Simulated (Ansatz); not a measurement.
**SiO2 (P3_121): the host for defect calculations**

Aim: the runs on the perfect crystal SiO2 (P3_121) that a defect calculation needs first.

Method: plane-wave PAW DFT, r2SCAN; relaxation of the host's cell and atoms; PAW set soft_1, in the first sound run; inputs show where later runs differ, in Ansatz 0.2.0.

## Step 1: Set-up

It takes space group P3_121 (No. 152, trigonal). The conventional cell has a = 4.915 Å, b = 4.915 Å, c = 5.431 Å, α = 90.00°, β = 90.00°, γ = 120.00°. Nearest to Si lie 4 O at 1.61 to 1.62 Å. Nearest to O lie 2 Si at 1.61 to 1.62 Å. Farther neighbours and most contacts between anions are not listed.

## Step 2: Host cell relaxation

Lattice and positions are set free, within the symmetry that the program keeps.

The input, cell/input.yaml:

```yaml
crystal:
  lattice:
    - [4.9149662, 0.0, 0.0]
    - [-2.4574831, 4.2564856, 0.0]
    - [0.0, 0.0, 5.4313011]
  atoms:
    - { symbol: Si, position: [0.53108859, 0.53108859, 0.0] }
    - { symbol: Si, position: [0.0, 0.46891141, 0.66666667] }
    - { symbol: Si, position: [0.46891141, 0.0, 0.33333333] }
    - { symbol: O, position: [0.26922311, 0.41339429, 0.78489098] }
    - { symbol: O, position: [0.58660571, 0.85582882, 0.11822431] }
    - { symbol: O, position: [0.14417118, 0.73077689, 0.45155765] }
    - { symbol: O, position: [0.41339429, 0.26922311, 0.21510902] }
    - { symbol: O, position: [0.73077689, 0.14417118, 0.54844235] }
    - { symbol: O, position: [0.85582882, 0.58660571, 0.88177569] }
basis:
  ecutwfc: 500
  xc_grid: 2
hamiltonian:
  xc: r2scan
  pseudopotentials: { kind: paw, azcp: { folder: soft_1 } }
kpoints:
  mp_grid: { grid: [7, 7, 5] }
scf:
  occupations: { method: fixed }
  max_iter: 100
relax:
  f_tol: 0.005
  max_steps: 60
  cell: {}
output:
  forces: true
  stress: true
checkpoint:
  write: "../cell.run"
  compress: false
  write_wavefunctions: false
  write_every: 100000
```

Launch:

```bash
> ansatz run input.yaml --threads 8 --pin off --max-ram 22609MiB --backend cpu --events-out ev --progress --plain --runs-dir out
```

Numbers of over 12 decimals in the logs are rounded to 6 here.

The program printed:

```text
[... repeated set-up lines and file paths are left out, and long positions are rounded to six places ...]
Engine: ansatz 0.2.0, aarch64-unknown-linux-gnu
Pseudopotentials: kind: paw
Pseudopotential: Si, paw, valence charge 4, recommended cutoff 500 eV (meta_gga), soft_1/Si.paw.azcp
Pseudopotential: O, paw, valence charge 6, recommended cutoff 500 eV (meta_gga), soft_1/O.paw.azcp
Functional definition: r2SCAN
  parameter k0 = 0.174
  parameter k1 = 0.065
  parameter a1 = 4.9479
  exchange = r2scan_x(k0 = k0, k1 = k1, a1 = a1)
  correlation = r2scan_c
Crystal: 9 atoms, lattice volume = 113.625 Å³
Basis set: ecut = 500 eV, 2869 PW (Γ), exchange–correlation on 72×72×80 points (8 copies of the dense FFT grid, shifted against one another)
Bands: 33, of which v1, the nominal top of the filled ones, is band 24 counted from 1 (23 counted from 0)
Symmetry: 6 space group operations
Space group: P3121 (ITA 152), of the structure as read, at distance tolerance 4.8e-5 Å
k-points: 32 of 245 (time reversal used)
Non-local potential: Si, projectors of the file, l = 0: 2, l = 1: 2, l = 2: 1
Non-local potential: O, projectors of the file, l = 0: 2, l = 1: 2, l = 2: 1
PAW form: soft (Blöchl's): semilocal exchange-correlation on the pseudo side does not see the compensation charge
PAW frozen core: Si, regenerated for the run's functional (the file was generated under x = pbe(κ = 0.804, μ = 0.219515), c = pbe(β = 0.066725))
PAW frozen core: O, regenerated for the run's functional (the file was generated under x = pbe(κ = 0.804, μ = 0.219515), c = pbe(β = 0.066725))
PAW one-centre angular grid: Si, 302 points (default); XC on 160 Gauss nodes
PAW one-centre angular grid: O, 302 points (default); XC on 160 Gauss nodes
Initial density: superposition of atomic densities (chi_scale 0.1, normalization cell, long waves kept (reshape's long-wave potential 0.01 eV rms))
Initial wavefunctions: pseudopotential atomic-orbital guess
Functional: x = r2scan, c = r2scan; τ floored in thin density (d = 2e-4 eV/Å³)
SCF iter   1: F=—  HF=-5343.927866 eV  |F-HF|=—  |Δ(HF+E_count)|=         —  Δρ=1.31e-1  dr2=1.77e1  dr2_τ=2.05e0  ethr=3.10e-3  ⟨swp⟩=4.9  Hψ=4572  notcnv=0  defer=183
preconditioner: auto → Resta (q_TF=auto, 2.363 Å⁻¹)  ε∞=2.6  [insulator: Δε(μ)=7.823 eV  Ē_g=19.279 eV  n_scr=22 (ndim 8)  ℏωp=24.1 eV  f_vac=0.003  ε∞_Penn≈2.6]
SCF iter   2: F=—  HF=-5339.845741 eV  |F-HF|=—  |Δ(HF+E_count)|=    4.08e0  Δρ=4.41e-2  dr2=1.05e0  dr2_τ=3.68e-1  ethr=3.10e-3  ⟨swp⟩=3.3  Hψ=2572  notcnv=0  defer=185
SCF iter   3: F=—  HF=-5340.237868 eV  |F-HF|=—  |Δ(HF+E_count)|=   3.92e-1  Δρ=2.18e-2  dr2=2.93e-1  dr2_τ=2.14e-2  ethr=2.19e-3  ⟨swp⟩=2.1  Hψ=1065  notcnv=0  defer=176
automatic band count: iteration 3 solves 32 bands in place of 33: the levels show a gap, and the empty bands left out lie too high to hold charge; the band table lists the bands solved (type scf.n_extra_bands for more)
SCF iter   4: F=—  HF=-5340.298458 eV  |F-HF|=—  |Δ(HF+E_count)|=   6.06e-2  Δρ=1.76e-3  dr2=2.01e-3  dr2_τ=2.93e-4  ethr=6.11e-4  ⟨swp⟩=4.0  Hψ=1862  notcnv=0  defer=191
SCF iter   5: F=—  HF=-5340.299863 eV  |F-HF|=—  |Δ(HF+E_count)|=   1.41e-3  Δρ=2.46e-4  dr2=8.28e-5  dr2_τ=9.84e-6  ethr=4.20e-6  ⟨swp⟩=2.7  Hψ=1650  notcnv=0  defer=191
SCF iter   6: F=—  HF=-5340.299922 eV  |F-HF|=—  |Δ(HF+E_count)|=   5.89e-5  Δρ=7.40e-5  dr2=4.79e-6  dr2_τ=5.84e-7  ethr=1.72e-7  ⟨swp⟩=2.3  Hψ=1728  notcnv=0  defer=191
SCF iter   7: F=-5340.299924 eV  HF=-5340.299924 eV  |F-HF|=4.17e-8  |Δ(HF+E_count)|=   2.44e-6  Δρ=7.72e-6  dr2=7.77e-8  dr2_τ=5.90e-9  ethr=2.08e-10  ⟨swp⟩=4.3  Hψ=4935  notcnv=0
SCF 1 converged in 7 iterations: F = -5340.299924 eV  dr2 = 7.77e-8
  greatest PAW one-centre occupation: 0.868 electrons in one spin orbital (limit 2), on the O atom at site 6 (counted from 0), in its partial waves of l = 0
relax step   1: F+E_penalty+E_count = -5340.29992437 eV  Δ(F+E_penalty+E_count) = +0.000e0 eV  max|allowed force component| = 1.631e-2 eV/Å  Δτ_max = 0.0000 Å  P = +0.058 GPa  Ω = 113.625 Å³  (7 SCF iters, dr2 threshold 1.00e-7 eV, accepted)
[... the SCF cycles and remarks between the steps are left out from here to the last step ...]
relax step   2: F+E_penalty+E_count = -5340.30012170 eV  Δ(F+E_penalty+E_count) = -1.973e-4 eV  max|allowed force component| = 1.263e-2 eV/Å  Δτ_max = 0.0006 Å  P = +0.037 GPa  Ω = 113.630 Å³  energy of the carried Pulay correction = -2.998e-6 eV  (4 SCF iters, dr2 threshold 6.68e-8 eV, accepted)
relax step   3: F+E_penalty+E_count = -5340.30034137 eV  Δ(F+E_penalty+E_count) = -2.197e-4 eV  max|allowed force component| = 2.554e-3 eV/Å  Δτ_max = 0.0014 Å  P = +0.007 GPa  Ω = 113.600 Å³  energy of the carried Pulay correction = +1.801e-5 eV  (5 SCF iters, dr2 threshold 3.09e-8 eV, accepted)
Initial wavefunctions: pseudopotential atomic-orbital guess (no wavefunctions were taken with the density)
iter 1 solved again at ethr=1.49e-7 eV; its pass at ethr=3.10e-3 eV (dr2=7.16e-5 eV) is discarded
SCF iter   1: F=—  HF=-5340.300312 eV  |F-HF|=—  |Δ(HF+E_count)|=         —  Δρ=2.15e-5  dr2=3.92e-8  dr2_τ=5.35e-8  ethr=1.49e-7  ⟨swp⟩=3.9  Hψ=7838  notcnv=0  defer=223
SCF iter   2: F=—  HF=-5340.300314 eV  |F-HF|=—  |Δ(HF+E_count)|=   2.19e-6  Δρ=1.06e-5  dr2=6.46e-9  dr2_τ=5.76e-8  ethr=8.17e-11  ⟨swp⟩=3.0  Hψ=2293  notcnv=0  defer=223
SCF iter   3: F=—  HF=-5340.300314 eV  |F-HF|=—  |Δ(HF+E_count)|=   2.52e-7  Δρ=3.83e-6  dr2=1.02e-9  dr2_τ=7.25e-9  ethr=1.35e-11  ⟨swp⟩=2.1  Hψ=1563  notcnv=0  defer=223
SCF iter   4: F=-5340.300314 eV  HF=-5340.300314 eV  |F-HF|=6.37e-11  |Δ(HF+E_count)|=   3.64e-8  Δρ=1.99e-7  dr2=3.17e-11  dr2_τ=1.28e-11  ethr=1.00e-12  ⟨swp⟩=3.6  Hψ=4427  notcnv=0
SCF 4 converged in 4 iterations: F = -5340.300314 eV  dr2 = 3.17e-11
relax step   4: F+E_penalty+E_count = -5340.30031409 eV  Δ(F+E_penalty+E_count) = +2.728e-5 eV  max|allowed force component| = 2.567e-3 eV/Å  Δτ_max = 0.0000 Å  P = +0.007 GPa  Ω = 113.600 Å³  stress off target by 1.43e-2 GPa  SCF on the basis re-selected at this cell (its energy is not comparable with the rows above)  (4 SCF iters)
basis re-selected at this cell: Δ(F+E_penalty+E_count) = +2.728e-5 eV, ΔP = +0.000 GPa vs the last step (what re-selecting the basis moved, of the pressure what is left beyond the Pulay correction that the steps carried, after the strain that the cell walked [...]
SCF converged after 4 iterations
Free energy (F): -5340.300314 eV
Harris-Foulkes:  -5340.300314 eV  (|F-HF|=6.37e-11)
Internal energy: -5340.300314 eV  (E = F + TS)
E sigma→0 (E₀):  -5340.300314 eV
Fermi energy:    2.002561 eV
--- Per-component energies (eV) ---
  E_band       = -243.266415
  E_kinetic    = 1175.341732
  E_local      = -2933.055276  (includes V_loc(G=0)·N_el)
  E_nonlocal   = 373.925185
  E_hartree    = 1076.899483
  E_xc         = -590.261771
  E_vxc        = -777.985933  (∫ρ·V_xc dr)
  E_paw        = -2550.673360  (= ΣΔE_a)
  E_vpaw       = -283.961503  (= ΣTr[D̂ρ^β])
  E_aug_tail   = 0.001724  (compensation charges beyond the density's cutoff)
  E_vtau       = 48.668742  (kinetic-family band-sum trace: ∫τ·v_τ [+ j·A + Jᵃ·Aᵃ] dr)
  E_ewald      = -1892.057084
  E_core_change = -0.420946  (= ΣΔE_core)
  E_smearing   = -0.000000  (= −TS)
  E_closure    = -0.000000  (closes the sum)
  Σ components = -5340.300314   (vs F -5340.300314, Δ=0.00e0)
--- Forces (eV/Å), atoms counted from 1 ---
  atom   1  Si     0.00015344     0.00026577    -0.00000000
  atom   2  Si     0.00015344    -0.00026577     0.00000000
  atom   3  Si    -0.00030689    -0.00000000     0.00000000
  atom   4  O     -0.00033301    -0.00256735    -0.00175789
  atom   5  O      0.00238989     0.00099528    -0.00175789
  atom   6  O     -0.00205689     0.00157207    -0.00175789
  atom   7  O     -0.00205689    -0.00157207     0.00175789
  atom   8  O      0.00238989    -0.00099528     0.00175789
  atom   9  O     -0.00033301     0.00256735     0.00175789
  max |Σ_I F_I| component: 6.02e-17 eV/Å
--- Stress (GPa, compression-positive) ---
        0.003444       0.000000      -0.000000
        0.000000       0.003444       0.000000
       -0.000000       0.000000       0.014338
  P = ⅓ Tr σ = 0.0071 GPa (0.071 kbar)
--- Relaxed structure (3 steps of the walk, 3 accepted, 1 SCFs on fresh bases) ---
  F+E_penalty+E_count = -5340.30031409 eV   max|allowed force component| = 2.567e-3 eV/Å   (the final SCF, on the basis selected at the relaxed cell)
  cell:  # Å, volume = 113.5996 Å³
    - [4.921102, 0, -5.3488269983078565e-19]
    - [-2.460551, 4.261799, 2.6744134991539282e-19]
    - [-5.910740529298038e-19, 0, 5.416535]
  atoms:
    - { symbol: Si, position: [0.531029, 0.531029, 0] }
    - { symbol: Si, position: [-2.7675502216775916e-17, 0.468971, 0.666667] }
    - { symbol: Si, position: [0.468971, 0, 0.333333] }
    - { symbol: O, position: [0.269038, 0.413213, 0.784584] }
    - { symbol: O, position: [0.586787, 0.855825, 0.117918] }
    - { symbol: O, position: [0.144175, 0.730962, 0.451251] }
    - { symbol: O, position: [0.413213, 0.269038, 0.215416] }
    - { symbol: O, position: [0.730962, 0.144175, 0.548749] }
    - { symbol: O, position: [0.855825, 0.586787, 0.882082] }
```

Wall time 10 s (8 threads of Arm Neoverse V2, shared host); peak memory 0.58 GiB; 74 s of CPU time.

Relaxation path:

```tsv
step	energy less that of the first step (eV)	largest force component (eV/Å)	pressure (GPa)	volume (Å³)
1	0.0000	0.0163	0.06	113.63
2	-0.0002	0.0126	0.04	113.63
3	-0.0004	0.0026	0.01	113.60
4*	-0.0004	0.0026	0.01	113.60
```

Relaxation steps marked * repeat the geometry before them on a plane-wave basis chosen anew for their cell, so energy and pressure can jump there.

Forces are held to the 6 operations that the run works with; a distortion that breaks them can't arise in this run.

```tsv
conventional cell, symmetrised	before	after	change
a (Å)	4.915	4.921	+0.1 %
b (Å)	4.915	4.921	+0.1 %
c (Å)	5.431	5.417	-0.3 %
volume (Å³/atom)	12.63	12.62	-0.0 %
```

Numbers from this step:

```
pressure : 0.007076 GPa
```

## Step 3: Dielectric tensors of the host

The response to a uniform electric field gives the electronic dielectric tensor.

This step: plane-wave PAW DFPT, PBEsol; dielectric tensors, Born charges and zone-centre modes of the host; PAW set soft_1 (Ansatz 0.2.0).

The input, eps/input.yaml:

```yaml
crystal:
  lattice:
    - [4.9211020672, 0.0, 0.0]
    - [-2.4605510336, 4.2617994048, 0.0]
    - [0.0, 0.0, 5.4165347629]
  atoms:
    - { symbol: Si, position: [0.5310287163, 0.5310287163, 0.0] }
    - { symbol: Si, position: [0.0, 0.4689712837, 0.6666666667] }
    - { symbol: Si, position: [0.4689712837, 0.0, 0.3333333333] }
    - { symbol: O, position: [0.2690380509, 0.413212997, 0.7845842363] }
    - { symbol: O, position: [0.586787003, 0.8558250538, 0.1179175696] }
    - { symbol: O, position: [0.1441749462, 0.7309619491, 0.4512509029] }
    - { symbol: O, position: [0.413212997, 0.2690380509, 0.2154157637] }
    - { symbol: O, position: [0.7309619491, 0.1441749462, 0.5487490971] }
    - { symbol: O, position: [0.8558250538, 0.586787003, 0.8820824304] }
basis:
  ecutwfc: 420
hamiltonian:
  xc: pbesol
  pseudopotentials: { kind: paw, azcp: { folder: soft_1 }, xc_functional: pbe }
kpoints:
  mp_grid: { grid: [6, 6, 5] }
scf:
  occupations: { method: fixed }
  max_iter: 100
phonons:
  method: dfpt
  dielectric: true
  rigid_motions: translations
```

The program printed:

```text
[...]
Crystal: 9 atoms, lattice volume = 113.600 Å³
Basis set: ecut = 420 eV, 2209 PW (Γ), exchange–correlation on 72×72×96 points (8 copies of the dense FFT grid, shifted against one another)
Bands: 33, of which v1, the nominal top of the filled ones, is band 24 counted from 1 (23 counted from 0)
Symmetry: 6 space group operations
k-points: 92 of 180 (irreducible under 1 space group operation, time reversal used)
[...]
SCF iter   1: F=—  HF=-5244.294558 eV  |F-HF|=—  |Δ(HF+E_count)|=         —  Δρ=1.24e-1  dr2=1.58e1  ethr=3.10e-3  ⟨swp⟩=5.0  Hψ=13148  notcnv=0  defer=552
[...]
SCF iter  10: F=-5239.863314 eV  HF=-5239.863314 eV  |F-HF|=7.28e-12  |Δ(HF+E_count)|=  2.06e-10  Δρ=6.00e-8  dr2=4.63e-12  ethr=1.00e-12  ⟨swp⟩=18.2  Hψ=23932  notcnv=0
SCF 1 converged in 10 iterations: F = -5239.863314 eV  dr2 = 4.63e-12
[...]
NSCF: frozen V_eff on 5 k-points
DFPT response loops at Γ: preconditioner auto → none (the input reference at scf.mixing.eps_inf says where Resta's filter doesn't serve); β = 0.50; Broyden in place of MSR1
SCF converged after 10 iterations
Free energy (F): -5239.863314 eV
[...]
Internal energy: -5239.863314 eV  (E = F + TS)
E sigma→0 (E₀):  -5239.863314 eV
Fermi energy:    2.386299 eV
[...]
--- Band table (eV; the first three rows and the last of 92) ---
[...]
[... further k-points left out ...]
--- Phonons (Γ-DFPT): 5 representative perturbations + reference, on 92 of 180 k-points (Σ response iterations 20) ---
  k mesh reduced under 1 symmetry operation, with k and −k counted as one. Each operation leaves every solved perturbation unchanged. A smaller set is not considered because the run solves the response to a homogeneous field
  ASR residual: 1.325e-5 → 0.000e0 eV/Å²; symmetrization residual: 2.473e-5 eV/Å²
  ASR residual per site (eV/Å²): 1.20e-5 1.20e-5 1.32e-5 9.38e-6 9.16e-6 1.12e-5 1.12e-5 9.16e-6 9.38e-6
  Γ frequencies (cm⁻¹): 0.00 0.00 0.00 103.97 103.97 196.07 242.72 242.72 332.13 336.48 369.71 369.71 420.23 420.23 443.56 465.45 686.33 686.33 769.55 787.81 787.81 1070.97 1070.97 1079.37 1086.33 1157.37 1157.37
  ε∞ (high-frequency dielectric tensor):
        2.485889    -0.000000     0.000000
       -0.000000     2.485889     0.000000
        0.000000     0.000000     2.518777
  ε⁰ (static dielectric tensor: ions relaxed, cell fixed):
        4.638122     0.000000     0.000000
        0.000000     4.638122     0.000000
        0.000000     0.000000     4.864353
  ε⁰ − ε∞ (ionic part):
        2.152234     0.000000     0.000000
        0.000000     2.152234     0.000000
        0.000000     0.000000     2.345576
  softest optical mode at Γ: 103.97 cm⁻¹; the repairs (sum rule, projections) moved no ω² at Γ by more than (3.43 cm⁻¹)²
  Born effective charges Z* (e; rows j = field, columns β = displacement):
    site 0:
         3.49994   -0.29259    0.26687
        -0.29259    3.16208   -0.15408
        -0.23073    0.13321    3.45282
    site 1:
         3.49994    0.29259   -0.26687
         0.29259    3.16208   -0.15408
         0.23073    0.13321    3.45282
    site 2:
         2.99316   -0.00000    0.00000
         0.00000    3.66886    0.30816
         0.00000   -0.26642    3.45282
    site 3:
        -2.27806   -0.08530   -0.80716
        -0.03162   -1.05295   -0.06864
        -0.81114   -0.14234   -1.72641
    site 4:
        -1.40986    0.53287    0.46302
         0.58656   -1.92115   -0.66470
         0.52884   -0.63130   -1.72641
    site 5:
        -1.30860   -0.52810    0.34414
        -0.47441   -2.02241    0.73334
         0.28230    0.77364   -1.72641
    site 6:
        -1.30860    0.52810   -0.34414
         0.47441   -2.02241    0.73334
        -0.28230    0.77364   -1.72641
    site 7:
        -1.40986   -0.53287   -0.46302
        -0.58656   -1.92115   -0.66470
        -0.52884   -0.63130   -1.72641
    site 8:
        -2.27806    0.08530    0.80716
         0.03162   -1.05295   -0.06864
         0.81114   -0.14234   -1.72641
  Z* charge neutrality: 1.896e-5 e pre-enforcement
  k-mesh period / interband length: 27.1 Å / 0.98 Å = 27.71 at k = (0.0000, 0.0000, 0.0000), direct gap 6.138 eV — 14 or more, which is no proof of convergence
  optical modes at Γ without the LO–TO term, one row a degenerate level:
      ω (cm⁻¹)  modes    IR ((D/Å)²/amu)
        103.97      2             0.0008
        196.07      1             0.0000
        242.72      2             0.4228
        332.13      1             0.0000
[...]
optical modes at Γ + LO–TO along q̂ = [1.0000, 0.0000, 0.0000]:
      ω (cm⁻¹)  modes    IR ((D/Å)²/amu)
[...]
optical modes at Γ + LO–TO along q̂ = [0.0000, 1.0000, 0.0000]:
      ω (cm⁻¹)  modes    IR ((D/Å)²/amu)
[...]
optical modes at Γ + LO–TO along q̂ = [0.0000, 0.0000, 1.0000]:
      ω (cm⁻¹)  modes    IR ((D/Å)²/amu)
[...]
360.62      1             1.0042
        369.71      2             6.4431
        420.23      2            15.3406
        443.56      1             0.0000
        517.24      1             5.1114
        686.33      2             1.3670
        782.78      1             1.9634
        787.81      2             6.6565
       1070.97      2            84.2014
       1086.33      1             0.0000
       1157.37      2             1.2945
       1238.16      1            53.1317
```

Elapsed: 56 s, on 8 threads; peak memory 1.6 GiB; 6.8 min of CPU time.

In the SCF lines HF is the Harris–Foulkes energy and dr2 the Hartree energy of the density residual, in eV; the loop may stop once dr2 is under the threshold and the program's other checks hold. Hψ counts applications of the Hamiltonian.

Electronic dielectric tensor:

```
2.49 0.00 0.00
0.00 2.49 0.00
0.00 0.00 2.52
```

Static dielectric tensor:

```
4.64 0.00 0.00
0.00 4.64 0.00
0.00 0.00 4.86
```

The principal values of the electronic dielectric tensor are 2.49, 2.49 and 2.52. The principal values of the static dielectric tensor are 4.64, 4.64 and 4.86.

## Step 4: Primitive cell on a dense mesh

A dense mesh gives the host's converged energy, against which the supercell's sampling is tested.

This step: plane-wave PAW DFT, r2SCAN; single point of the host's primitive cell on a dense mesh; PAW set soft_1 (Ansatz 0.2.0).

dense/input.yaml, as its differences from eps/input.yaml of step 3:

```diff
@@ -16,14 +16,11 @@
 basis:
-  ecutwfc: 420
+  ecutwfc: 500
+  xc_grid: 2
 hamiltonian:
-  xc: pbesol
-  pseudopotentials: { kind: paw, azcp: { folder: soft_1 }, xc_functional: pbe }
+  xc: r2scan
+  pseudopotentials: { kind: paw, azcp: { folder: soft_1 } }
 kpoints:
-  mp_grid: { grid: [6, 6, 5] }
+  mp_grid: { grid: [7, 7, 5] }
 scf:
-  occupations: { method: fixed }
-  max_iter: 100
-phonons:
-  method: dfpt
-  dielectric: true
-  rigid_motions: translations
+  occupations: { method: fermi_dirac, width: 0.01 }
+  max_iter: 80
```

The program printed:

```text
[...]
Crystal: 9 atoms, lattice volume = 113.600 Å³
Basis set: ecut = 500 eV, 2869 PW (Γ), exchange–correlation on 72×72×80 points (8 copies of the dense FFT grid, shifted against one another)
Bands: 33, of which v1, the nominal top of the filled ones, is band 24 counted from 1 (23 counted from 0)
Symmetry: 6 space group operations
[...]
k-points: 32 of 245 (time reversal used)
[...]
SCF iter   1: F=—  HF=-5343.922930 eV  |F-HF|=—  |Δ(HF+E_count)|=         —  Δρ=1.31e-1  dr2=1.77e1  dr2_τ=2.05e0  ethr=3.10e-3  ⟨swp⟩=7.2  Hψ=5544  notcnv=0
[...]
SCF iter   7: F=-5340.300314 eV  HF=-5340.300314 eV  |F-HF|=4.27e-8  |Δ(HF+E_count)|=   2.70e-6  Δρ=6.74e-6  dr2=5.25e-8  dr2_τ=4.70e-9  ethr=2.37e-10  ⟨swp⟩=3.4  Hψ=2708  notcnv=0
SCF 1 converged in 7 iterations: F = -5340.300314 eV  dr2 = 5.25e-8
[...]
SCF converged after 7 iterations
Free energy (F): -5340.300314 eV
[...]
Internal energy: -5340.300314 eV  (E = F + TS)
E sigma→0 (E₀):  -5340.300314 eV
Fermi energy:    5.317769 eV
[...]
```

Wall time 3.1 s (8 threads); peak memory 0.54 GiB; 22 s of CPU time.

(Part 1 of 3 ends here.)

[Logs are printed without paths, hosts, clocks, repeated set-up lines and the standing remarks that a program may print on its own settings, such as how far it seeks lower states.]

[Hosts, paths, dates, database ids (printed as entryN), source tags and the programs' standing remarks are cut or masked in the printed files.]

[Runs of the host that timed out are not shown.]

[For some hosts the program warned that the k-mesh of the response run may be too coarse for force constants and the static dielectric constant; such warnings are not always shown.]
